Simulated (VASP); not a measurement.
Input of a VASP 6.6.1 run:

INCAR

```
PREC = Accurate
ENCUT = 520
EDIFF = 1E-7
ISMEAR = -1
SIGMA = 0.05
LREAL = False
LASPH = True
NELM = 80
ALGO = Normal
ISIF = 2
LWAVE = False
LCHARG = False
GGA = PS
NBANDS = 13
```

Contents of KPOINTS:

```
Automatic mesh
0
Gamma
  12 12 12
```

The input POSCAR:

```
Mo
1.0
   -1.5838089719      1.5838089719      1.5838089719
    1.5838089719     -1.5838089719      1.5838089719
    1.5838089719      1.5838089719     -1.5838089719
Mo
1
Direct
    0.0000000000      0.0000000000      0.0000000000
```

Potentials or basis: VASP PAW PBE potentials, release 64 (Mo_sv).

Run with:

```sh
$ cat potpaw_PBE.64/Mo_sv/POTCAR > POTCAR
$ mpirun -np 1 vasp_std > vasp.out
```

What does it give for the pressure?

-9.1 GPa.

Estimate the band gap on the k mesh.

none (metal or under the smearing width).

Caveat: the PAW data sets were made with another functional, which shifts forces and pressure a little.
